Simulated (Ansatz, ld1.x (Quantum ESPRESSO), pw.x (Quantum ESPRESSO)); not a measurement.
Hf (Z = 72): one change to the TM potential, in the atom and in the diamond crystal

ld1.x (Quantum ESPRESSO) 7.5 input, shortened:

```
&input
   title='Hf', zed=72., rel=1, dft='PBE', iswitch=3,
   config='[Xe] 4f14 5d2 6s1 6p1'
 /
 &inputp
   pseudotype=2, tm=.true., lloc=1,
   nlcc=.true., new_core_ps=.true.
 /
3
6S  1  0   1.00   0.00  2.30  2.30  0.0
5D  3  2   2.00   0.00  2.30  2.30  0.0
6P  2  1   1.00   0.00  3.25  3.25  0.0
 &test
   configts(1)='5d2 6s1 6p1'
 /
```

Change: core correction none.

Cutoffs, loose and tight: the cutoffs (Ry, on a coarse ladder) from which the occupation-weighted sum of valence levels, in a spherical-Bessel basis at the reference potential, stays within 10 and 1 mRy of its value at 400 Ry. They do not see the model core or the augmentation charge, which bear on the density cutoff. Test errors are all-electron minus pseudo excitation energies from the reference, over the configurations 5d2 6s2 6p0; 5d2 6s1 6p0; 5d2 6s0 6p0; 5d1 6s2 6p0; 5d2 6s1.5 6p0; 5d2.5 6s1.5 6p0; 5d2 6s0 6p2; variants that change the core or the reference have their own tests.

Crystal test: diamond Hf in pw.x 7.5, no spin, 8³ k-points, Fermi–Dirac smearing 0.01 Ry, cutoffs set for each file from its atomic test. The reference is all-electron LAPW (Ansatz 0.2.0) with the same functional, mesh and smearing; V0 and B0 come from Birch–Murnaghan fits to the pressures at five volumes. Errors are pseudo minus all-electron; Δ is the rms difference of the E(V) curves that follow from these fits, minima aligned, over ±6 % about the mean V0. Mesh and smearing are coarse, so the numbers serve the comparison and aren't converged zero-temperature values; the lattice is a test structure that the element need not adopt.

All-electron: a0 = 6.558 Å (V0 = 35.25 Å³/atom), B0 = 29.4 GPa.

Question: Does the change bring the crystal closer to the all-electron result?

Answer: The mean pressure error goes from +4.16 to +4.49 GPa, a small move against the size of the error. Neither pressure curve crosses zero within the volumes sampled, so no fits are given.

```tsv
quantity	base	changed
outcome (atom)	generated	generated
cutoff, loose (atom)	25 Ry	25 Ry
cutoff, tight (atom)	30 Ry	30 Ry
bound ghosts (atom)	none	none
largest test error (meV) (atom)	-39	+97
cutoffs in pw.x (Ry)	50/200	40/160
mean pressure error (GPa)	+4.16	+4.49
```

Base: The largest radius (3.25 bohr) exceeds half the bond length (2.68 bohr), so the spheres overlap, which is one possible source of error among others. This is a poor potential for the solid. The atomic tests give no hint of an error of this size, and its cause was not traced. Changed file: The largest radius (3.25 bohr) exceeds half the bond length (2.68 bohr), so the spheres overlap, which is one possible source of error among others. This is a poor potential for the solid.
